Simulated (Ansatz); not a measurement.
# InP (rocksalt type): optical response by level

How does InP (rocksalt type) absorb light if electrons and holes don't interact? Plan: optics with PBE on 8×8×8; optics with r2SCAN on 8×8×8; optics with LDA on 8×8×8.

Computed with Ansatz 0.2.0 (plane waves, PAW; no local fields, no excitons, unless a step's input says otherwise).

1 further run of the same task is left out (it didn't finish).

**1. Starting point**

The structure is cubic, space group Fm-3m (No. 225). The conventional cell has a = 5.491 Å, b = 5.491 Å, c = 5.491 Å, α = 90.00°, β = 90.00°, γ = 90.00°. In (site symmetry m-3m) has 6 P at 2.75 Å as nearest neighbours. P (site symmetry m-3m) is surrounded by 6 In at 2.75 Å.

Structure file:

```cif
data_structure
_symmetry_space_group_name_H-M 'Fm-3m'
_symmetry_Int_Tables_number 225
_cell_length_a 5.4907
_cell_length_b 5.4907
_cell_length_c 5.4907
_cell_angle_alpha 90.000
_cell_angle_beta 90.000
_cell_angle_gamma 90.000
_cell_volume 165.53
loop_
_atom_site_label
_atom_site_type_symbol
_atom_site_symmetry_multiplicity
_atom_site_Wyckoff_symbol
_atom_site_fract_x
_atom_site_fract_y
_atom_site_fract_z
_atom_site_occupancy
In1 In 4 a 0.00000 0.00000 0.00000 1
P1 P 4 b 0.50000 0.00000 0.00000 1
```

The cell was relaxed beforehand with r2SCAN; those runs aren't shown. No run includes spin-orbit coupling, which matters for In.

**2. Optics, PBE**

Contents of input.yaml:

```yaml
crystal:
  lattice:
    - [0.0, 2.7453630729, 2.7453630729]
    - [2.7453630729, 0.0, 2.7453630729]
    - [2.7453630729, 2.7453630729, 0.0]
  atoms:
    - { symbol: In, position: [0.0, 0.0, 0.0] }
    - { symbol: P, position: [0.5, 0.5, 0.5] }
kpoints:
  mp_grid: { grid: [8, 8, 8] }
hamiltonian:
  xc: pbe
scf:
  occupations: { method: fermi_dirac, width: 0.02 }
output:
  optics: { e_range: [0, 12], de: 0.05, sigma: 0.1, bands: auto }
  write_density: true
  write_potential: true
  elf: true
  volumetric_format: npy
```

Launch:

```sh
> ansatz run input.yaml --threads 4 --pin off --max-ram 3686MiB --backend cpu --events-out ev --progress --plain --runs-dir out
```

Log:

```text
Warning: RAYON_NUM_THREADS=4 ignored (pool sized by the plan → 4); use --threads N
Engine: ansatz 0.2.0, aarch64-unknown-linux-gnu
Pseudopotentials: kind: paw
Pseudopotential: In, paw, valence charge 13, recommended cutoff 420 eV (normal), In.paw.azcp
Pseudopotential: P, paw, valence charge 5, recommended cutoff 420 eV (normal), P.paw.azcp
Functional definition: PBE
  parameter kappa = 0.804
  parameter beta = 0.06672455060314922
  exchange = pbe_x(kappa = kappa, mu = beta*pi^2/3)
  correlation = pbe_c(beta = beta)
Crystal: 2 atoms, lattice volume = 41.384 Å³
Basis set: ecut = 420 eV, 869 PW (Γ)
Bands: 13, of which v1, the nominal top of the filled ones, is band 9 counted from 1 (8 counted from 0)
Symmetry: 48 space group operations
Space group: Fm-3m (ITA 225), of the structure as read, at distance tolerance 3.5e-5 Å
k-points: 29 of 512
Non-local potential: In, projectors of the file, l = 0: 2, l = 1: 2, l = 2: 2, l = 3: 2
Non-local potential: P, projectors of the file, l = 0: 2, l = 1: 2, l = 2: 2
PAW form: soft (Blöchl's): semilocal exchange-correlation on the pseudo side does not see the compensation charge
PAW one-centre angular grid: In, 590 points (default); XC on 64 Gauss nodes
PAW one-centre angular grid: P, 110 points (default); XC on 64 Gauss nodes
Initial density: superposition of atomic densities (neutral atoms: chi_scale 0, normalization atom), corrected by the library's trained network
Initial wavefunctions: pseudopotential atomic-orbital guess
Functional: x = pbe(κ = 0.804, μ = 0.2195149727645171), c = pbe(β = 0.06672455060314922)
SCF iter   1: F=—  HF=-6353.505171 eV  |F-HF|=—  |Δ(HF+E_count)|=         —  Δρ=1.65e-3  dr2=1.46e-3  ethr=1.77e-3  ⟨swp⟩=6.4  Hψ=2513  notcnv=0
preconditioner: auto → none  [insulator: Δε(μ)=0.062 eV  Ē_g=14.890 eV  σ=0.020 eV  W_gap=0.61  n_scr=14 (ndim 8)  ℏωp=24.5 eV  f_vac=0.000  D(μ)=1.24/eV (n_scr^D=14)  ε∞_Penn≈3.7]
SCF iter   2: F=—  HF=-6353.504147 eV  |F-HF|=—  |Δ(HF+E_count)|=   1.02e-3  Δρ=8.98e-4  dr2=3.91e-4  ethr=8.13e-6  ⟨swp⟩=2.2  Hψ=963  notcnv=0
SCF iter   3: F=—  HF=-6353.504098 eV  |F-HF|=—  |Δ(HF+E_count)|=   4.95e-5  Δρ=3.11e-4  dr2=5.85e-5  ethr=2.17e-6  ⟨swp⟩=2.2  Hψ=566  notcnv=0
SCF iter   4: F=—  HF=-6353.504110 eV  |F-HF|=—  |Δ(HF+E_count)|=   1.22e-5  Δρ=1.30e-4  dr2=5.52e-6  ethr=3.25e-7  ⟨swp⟩=2.1  Hψ=491  notcnv=0
SCF iter   5: F=—  HF=-6353.504107 eV  |F-HF|=—  |Δ(HF+E_count)|=   3.48e-6  Δρ=2.14e-5  dr2=1.49e-7  ethr=3.06e-8  ⟨swp⟩=2.0  Hψ=649  notcnv=0
SCF iter   6: F=—  HF=-6353.504106 eV  |F-HF|=—  |Δ(HF+E_count)|=   8.14e-7  Δρ=4.80e-6  dr2=6.56e-9  ethr=8.30e-10  ⟨swp⟩=2.1  Hψ=645  notcnv=0
SCF iter   7: F=—  HF=-6353.504106 eV  |F-HF|=—  |Δ(HF+E_count)|=   2.59e-9  Δρ=1.75e-6  dr2=1.01e-9  ethr=3.65e-11  ⟨swp⟩=2.0  Hψ=632  notcnv=0
SCF iter   8: F=—  HF=-6353.504106 eV  |F-HF|=—  |Δ(HF+E_count)|=  4.45e-10  Δρ=4.48e-7  dr2=6.26e-11  ethr=5.59e-12  ⟨swp⟩=2.0  Hψ=574  notcnv=0
SCF iter   9: F=-6353.504106 eV  HF=-6353.504106 eV  |F-HF|=0.00e0  |Δ(HF+E_count)|=  2.64e-11  Δρ=5.00e-8  dr2=8.68e-13  ethr=1.00e-12  ⟨swp⟩=4.0  Hψ=1425  notcnv=0
SCF 1 converged in 9 iterations: F = -6353.504106 eV  dr2 = 8.68e-13
NSCF: frozen V_eff on 29 k-points
Optics k sum: 0 of 29 k-points
[...]
output.optics: what the bands over the 51 summed would add to eps1, eps2 and the energy-loss function is held between a lower and an upper bound (5 Lanczos steps). eps1, eps2 and their loss function (loss_summed_bands) are given on every row as the summed bands alone make them. Along an axis, on a row where the two bounds hold the loss function to about 1 % of the greater of itself and 0.5 % of |1/eps|, its cell (loss_completed) is given, with the completed eps1 and eps2 that it is formed of (a cell that is left empty reads nan in the table and null in the record). The two bounds hold it so along every axis on all 240 rows up to 12.000 eV. The run works to bound the rows up to 31.837 eV and no higher ones: a peak of the loss function over that energy may be left empty with no warning. To have the run work for it, set output.optics.bands.spectra_wanted_up_to to a higher energy. perfect_screening_sum, loss_f_sum_n_eff and, beside carriers, perfect_screening_limit are those of loss_summed_bands: over the bounded function the two sums would run over rows that are not all bounded, and lack what the bands left out lay past the top of the energy grid. Bounded is said of the bands left out alone, which are those that the basis at basis.ecutwfc holds: it says nothing of that cutoff, of the k-point mesh, of what the sum inside its cells errs by (eps2_relative_error), of the factors of all_electron_strengths, nor of how far the SCF is converged. The bands left out are taken at the k-points, and what their mean over the points' cells stands off that by is in neither bound: the run's estimate of it, which the test of a row counts in, is 0.01 % of |eps| at the most among the values given; where the mean stood off by over 0.5 % the points' spread read 0.1 to 3 times that
SCF converged after 9 iterations
Free energy (F): -6353.504106 eV
Harris-Foulkes:  -6353.504106 eV  (|F-HF|=0.00e0)
Internal energy: -6353.502344 eV  (E = F + TS)
E sigma→0 (E₀):  -6353.503225 eV
Entropy (-TS):   -0.001762 eV (-0.881 meV/atom)
Fermi energy:    9.691662 eV
--- Per-component energies (eV) ---
  E_band       = -8.026783
  E_kinetic    = 312.807047
  E_local      = -1178.157429  (includes V_loc(G=0)·N_el)
  E_nonlocal   = 401.829090
  E_hartree    = 463.741276
  E_xc         = -276.436400
  E_vxc        = -159.738089  (∫ρ·V_xc dr)
  E_paw        = -4725.198393  (= ΣΔE_a)
  E_vpaw       = -312.250020  (= ΣTr[D̂ρ^β])
  E_aug_tail   = 0.000030  (compensation charges beyond the density's cutoff)
  E_ewald      = -1352.087565
  E_smearing   = -0.001762  (= −TS)
  E_closure    = -0.000000  (closes the sum)
  Σ components = -6353.504106   (vs F -6353.504106, Δ=0.00e0)
--- Band table (eV; the first three rows and the last of 29) ---
  k-point 0: bands = ["-4.7199", "-4.7199", "-4.6998", "-4.6998", "-4.6998", "-2.6271", "9.2825", "9.2825", "9.2825", "10.3070", "16.6532", "16.6532", "16.6532"]
  k-point 1: bands = ["-4.7283", "-4.7283", "-4.7004", "-4.6883", "-4.6883", "-2.4268", "7.6070", "9.3170", "9.3170", "11.6569", "15.7172", "16.2172", "16.2172"]
  k-point 2: bands = ["-4.7525", "-4.7525", "-4.7042", "-4.6565", "-4.6565", "-1.8464", "5.5092", "9.4344", "9.4344", "12.4328", "14.6298", "14.6298", "15.1066"]
  k-point 28: bands = ["-4.9664", "-4.7248", "-4.6739", "-4.6739", "-4.5771", "0.7642", "4.7725", "5.5666", "5.5666", "12.0545", "14.2186", "16.3096", "16.3096"]
```

Run time: 28 s. Hardware: 4 threads of Arm Neoverse V2, shared host; peak memory 0.82 GiB.

optics.tsv begins:

```
# eps2_relative_error = 0.0013
# drude_weight_relative_error = 0.0398
# drude_damping_ev = 0e0
# drude_plasma_energy_squared_ev2(xx yy zz xy xz yz) = 43.074644 43.074644 43.074644 0.000000 -0.000000 -0.000000
# drude_plasma_energy_ev(xx yy zz) = 6.563128 6.563128 6.563128
# f_sum_n_eff(xx yy zz) = 17.952459 17.952459 17.952459 of n_electrons = 18.000000
# n_bands = 51
# n_bands_set_by = photon_energy
# valid_up_to_ev = 45.215540
```

The dielectric function from optics.tsv (isotropic), one row in 6 (narrow peaks fall between the rows):

```csv
E (eV),ε₂ xx,ε₁ xx
0.05,34.16,-17141.00
0.35,17.51,-350.28
0.65,1.93,-89.37
0.95,0.54,-30.13
1.25,1.18,-6.31
1.55,1.51,8.45
1.85,10.82,26.32
2.15,32.18,25.26
2.45,41.83,8.05
2.75,39.18,-7.00
3.05,23.68,-18.21
3.35,16.09,-13.94
3.65,11.88,-11.05
3.95,9.59,-9.80
4.25,7.59,-8.18
4.55,6.14,-6.35
4.85,6.55,-5.48
5.15,5.85,-6.02
5.45,3.61,-5.15
5.75,2.87,-3.08
6.05,3.64,-0.91
6.35,6.63,-2.50
6.65,5.61,-3.82
6.95,4.20,-4.39
7.25,3.24,-3.72
7.55,2.85,-3.55
7.85,2.47,-3.23
8.15,2.07,-2.97
8.45,1.82,-2.60
8.75,1.67,-2.37
9.05,1.50,-2.16
9.35,1.36,-1.98
9.65,1.22,-1.77
9.95,1.12,-1.64
10.25,1.04,-1.51
10.55,0.95,-1.39
10.85,0.84,-1.30
11.15,0.74,-1.16
11.45,0.65,-1.07
11.75,0.55,-0.94
```

Tallest peaks of ε₂: 56.8 at 0.15 eV, 41.9 at 2.50 eV. The bands are partly filled, so the low end hangs on the mesh and the damping.

**3. Optics, r2SCAN**

input.yaml: that of step 2 with these lines changed.

```diff
@@ -11,3 +11,3 @@
 hamiltonian:
-  xc: pbe
+  xc: r2scan
 scf:
@@ -16,5 +16 @@
   optics: { e_range: [0, 12], de: 0.05, sigma: 0.1, bands: auto }
-  write_density: true
-  write_potential: true
-  elf: true
-  volumetric_format: npy
```

Launch:

```sh
> ansatz run input.yaml --threads 4 --pin off --max-ram 3686MiB --backend cpu --events-out ev --progress --plain --runs-dir out
```

Log:

```text
Warning: RAYON_NUM_THREADS=4 ignored (pool sized by the plan → 4); use --threads N
[... 2 set-up lines as earlier in the session ...]
Pseudopotential: In, paw, valence charge 13, recommended cutoff 500 eV (meta_gga), In.paw.azcp
Pseudopotential: P, paw, valence charge 5, recommended cutoff 500 eV (meta_gga), P.paw.azcp
Functional definition: r2SCAN
  parameter k0 = 0.174
  parameter k1 = 0.065
  parameter a1 = 4.9479
  exchange = r2scan_x(k0 = k0, k1 = k1, a1 = a1)
  correlation = r2scan_c
Crystal: 2 atoms, lattice volume = 41.384 Å³
Basis set: ecut = 500 eV, 1067 PW (Γ), exchange–correlation on 120×120×120 points (64 copies of the dense FFT grid, shifted against one another)
Bands: 13, of which v1, the nominal top of the filled ones, is band 9 counted from 1 (8 counted from 0)
[... 2 set-up lines as earlier in the session ...]
k-points: 29 of 512
[... 3 set-up lines as earlier in the session ...]
PAW frozen core: In, regenerated for the run's functional (the file was generated under x = pbe(κ = 0.804, μ = 0.2195149727645171), c = pbe(β = 0.06672455060314922))
PAW frozen core: P, regenerated for the run's functional (the file was generated under x = pbe(κ = 0.804, μ = 0.2195149727645171), c = pbe(β = 0.06672455060314922))
PAW one-centre angular grid: In, 590 points (default); XC on 289 of its mesh's 2783 points in the sphere
PAW one-centre angular grid: P, 302 points (default); XC on 160 Gauss nodes
[... 2 set-up lines as earlier in the session ...]
Functional: x = r2scan, c = r2scan; τ floored in thin density (d = 2e-4 eV/Å³)
SCF iter   1: F=—  HF=-6371.173049 eV  |F-HF|=—  |Δ(HF+E_count)|=         —  Δρ=8.25e-3  dr2=1.51e-2  dr2_τ=6.39e-3  ethr=1.77e-3  ⟨swp⟩=6.3  Hψ=2575  notcnv=0
preconditioner: auto → Kerker (q_TF=auto, 2.375 Å⁻¹)  [metal: Δε(μ)=0.072 eV  Ē_g=15.760 eV  σ=0.020 eV  W_gap=0.48  n_scr=14 (ndim 8)  ℏωp=24.5 eV  f_vac=0.000  D(μ)=1.04/eV (n_scr^D=8)]
SCF iter   2: F=—  HF=-6371.192643 eV  |F-HF|=—  |Δ(HF+E_count)|=   1.96e-2  Δρ=3.93e-3  dr2=3.85e-3  dr2_τ=1.26e-4  ethr=8.39e-5  ⟨swp⟩=3.4  Hψ=1030  notcnv=0
SCF iter   3: F=—  HF=-6371.192984 eV  |F-HF|=—  |Δ(HF+E_count)|=   3.41e-4  Δρ=1.16e-3  dr2=4.39e-4  dr2_τ=6.85e-6  ethr=2.14e-5  ⟨swp⟩=3.0  Hψ=742  notcnv=0
SCF iter   4: F=—  HF=-6371.193110 eV  |F-HF|=—  |Δ(HF+E_count)|=   1.26e-4  Δρ=2.09e-4  dr2=2.26e-5  dr2_τ=3.23e-7  ethr=2.44e-6  ⟨swp⟩=2.6  Hψ=647  notcnv=0
SCF iter   5: F=—  HF=-6371.193107 eV  |F-HF|=—  |Δ(HF+E_count)|=   2.78e-6  Δρ=2.44e-5  dr2=2.20e-7  dr2_τ=1.56e-8  ethr=1.25e-7  ⟨swp⟩=2.1  Hψ=609  notcnv=0
SCF iter   6: F=—  HF=-6371.193108 eV  |F-HF|=—  |Δ(HF+E_count)|=   9.85e-7  Δρ=8.33e-6  dr2=2.89e-8  dr2_τ=7.58e-10  ethr=1.22e-9  ⟨swp⟩=2.2  Hψ=667  notcnv=0
SCF iter   7: F=—  HF=-6371.193108 eV  |F-HF|=—  |Δ(HF+E_count)|=   6.61e-9  Δρ=2.18e-6  dr2=2.50e-9  dr2_τ=3.75e-11  ethr=1.61e-10  ⟨swp⟩=2.6  Hψ=607  notcnv=0
SCF iter   8: F=—  HF=-6371.193108 eV  |F-HF|=—  |Δ(HF+E_count)|=  8.63e-10  Δρ=2.90e-7  dr2=3.29e-11  dr2_τ=2.33e-12  ethr=1.39e-11  ⟨swp⟩=2.0  Hψ=504  notcnv=0
SCF iter   9: F=-6371.193108 eV  HF=-6371.193108 eV  |F-HF|=6.37e-12  |Δ(HF+E_count)|=  2.18e-11  Δρ=4.86e-8  dr2=7.27e-13  dr2_τ=8.15e-15  ethr=1.00e-12  ⟨swp⟩=4.1  Hψ=1208  notcnv=0
SCF 1 converged in 9 iterations: F = -6371.193108 eV  dr2 = 7.27e-13
NSCF: frozen V_eff on 29 k-points
Optics k sum: 0 of 29 k-points
[...]
output.optics: what the bands over the 51 summed would add to eps1, eps2 and the energy-loss function is held between a lower and an upper bound (5 Lanczos steps). eps1, eps2 and their loss function (loss_summed_bands) are given on every row as the summed bands alone make them. Along an axis, on a row where the two bounds hold the loss function to about 1 % of the greater of itself and 0.5 % of |1/eps|, its cell (loss_completed) is given, with the completed eps1 and eps2 that it is formed of (a cell that is left empty reads nan in the table and null in the record). The two bounds hold it so along every axis on all 240 rows up to 12.000 eV. The run works to bound the rows up to 31.837 eV and no higher ones: a peak of the loss function over that energy may be left empty with no warning. To have the run work for it, set output.optics.bands.spectra_wanted_up_to to a higher energy. perfect_screening_sum, loss_f_sum_n_eff and, beside carriers, perfect_screening_limit are those of loss_summed_bands: over the bounded function the two sums would run over rows that are not all bounded, and lack what the bands left out lay past the top of the energy grid. Bounded is said of the bands left out alone, which are those that the basis at basis.ecutwfc holds: it says nothing of that cutoff, of the k-point mesh, of what the sum inside its cells errs by (eps2_relative_error), of the factors of all_electron_strengths, nor of how far the SCF is converged. The bands left out are taken at the k-points, and what their mean over the points' cells stands off that by is in neither bound: the run's estimate of it, which the test of a row counts in, is 0.01 % of |eps| at the most among the values given; where the mean stood off by over 0.5 % the points' spread read 0.1 to 3 times that
SCF converged after 9 iterations
Free energy (F): -6371.193108 eV
Harris-Foulkes:  -6371.193108 eV  (|F-HF|=6.37e-12)
Internal energy: -6371.191951 eV  (E = F + TS)
E sigma→0 (E₀):  -6371.192529 eV
Entropy (-TS):   -0.001158 eV (-0.579 meV/atom)
Fermi energy:    9.602671 eV
--- Per-component energies (eV) ---
  E_band       = -17.464537
  E_kinetic    = 312.754777
  E_local      = -1179.863981  (includes V_loc(G=0)·N_el)
  E_nonlocal   = 402.083926
  E_hartree    = 465.439959
  E_xc         = -258.807965
  E_vxc        = -170.675166  (∫ρ·V_xc dr)
  E_paw        = -4761.585815  (= ΣΔE_a)
  E_vpaw       = -322.617289  (= ΣTr[D̂ρ^β])
  E_aug_tail   = 0.000008  (compensation charges beyond the density's cutoff)
  E_vtau       = 9.973279  (kinetic-family band-sum trace: ∫τ·v_τ [+ j·A + Jᵃ·Aᵃ] dr)
  E_ewald      = -1352.087565
  E_core_change = 0.874704  (= ΣΔE_core)
  E_smearing   = -0.001158  (= −TS)
  E_closure    = 0.000000  (closes the sum)
  Σ components = -6371.193108   (vs F -6371.193108, Δ=0.00e0)
--- Band table (eV; the first three rows and the last of 29) ---
  k-point 0: bands = ["-5.4431", "-5.4431", "-5.4195", "-5.4195", "-5.4195", "-3.2509", "9.1324", "9.1324", "9.1324", "10.7107", "16.9452", "16.9452", "16.9452"]
  k-point 1: bands = ["-5.4522", "-5.4522", "-5.4200", "-5.4082", "-5.4082", "-3.0431", "7.5138", "9.1692", "9.1692", "11.9919", "16.0462", "16.5326", "16.5326"]
  k-point 2: bands = ["-5.4781", "-5.4781", "-5.4235", "-5.3766", "-5.3766", "-2.4418", "5.3238", "9.2929", "9.2929", "12.7912", "14.8734", "14.8734", "15.4714"]
  k-point 28: bands = ["-5.7102", "-5.4514", "-5.3927", "-5.3927", "-5.2973", "0.2672", "4.6002", "5.3175", "5.3175", "12.1571", "14.5241", "16.6771", "16.6771"]
```

Wall time 28 s (4 threads of Arm Neoverse V2, shared host); peak memory 0.92 GiB.

From the head of optics.tsv:

```
# eps2_relative_error = 0.0028
# drude_weight_relative_error = 0.0448
# drude_damping_ev = 0e0
# drude_plasma_energy_squared_ev2(xx yy zz xy xz yz) = 39.210846 39.210846 39.210846 0.000000 0.000000 -0.000000
# drude_plasma_energy_ev(xx yy zz) = 6.261856 6.261856 6.261856
# f_sum_n_eff(xx yy zz) = 18.822111 18.822111 18.822111 of n_electrons = 18.000000
# n_bands = 51
# n_bands_set_by = photon_energy
# valid_up_to_ev = 47.414438
```

The dielectric function from optics.tsv (isotropic), one row in 8 (narrow peaks fall between the rows):

```
E (eV)  ε₂ xx      ε₁ xx
  0.05  32.62  -15610.00
  0.45   4.79    -186.52
  0.85   0.62     -40.23
  1.25   0.13      -7.69
  1.65   0.47       8.11
  2.05   9.34      24.10
  2.45  28.23      22.60
  2.85  36.15       5.14
  3.25  29.96     -13.32
  3.65  16.55     -11.00
  4.05  11.38      -9.01
  4.45   8.69      -7.96
  4.85   6.65      -5.98
  5.25   6.56      -5.55
  5.65   4.24      -5.33
  6.05   2.86      -3.40
  6.45   3.34      -0.93
  6.85   6.14      -2.44
  7.25   4.97      -3.73
  7.65   3.35      -3.50
  8.05   2.83      -3.26
  8.45   2.32      -2.95
  8.85   1.88      -2.52
  9.25   1.66      -2.21
  9.65   1.45      -1.96
 10.05   1.28      -1.74
 10.45   1.15      -1.55
 10.85   1.03      -1.39
 11.25   0.90      -1.24
 11.65   0.77      -1.12
```

Tallest peaks of ε₂: 48.6 at 0.10 eV, 36.2 at 2.80 eV. The bands are partly filled, so the low end hangs on the mesh and the damping.

(Part 1 of 2 ends here.)
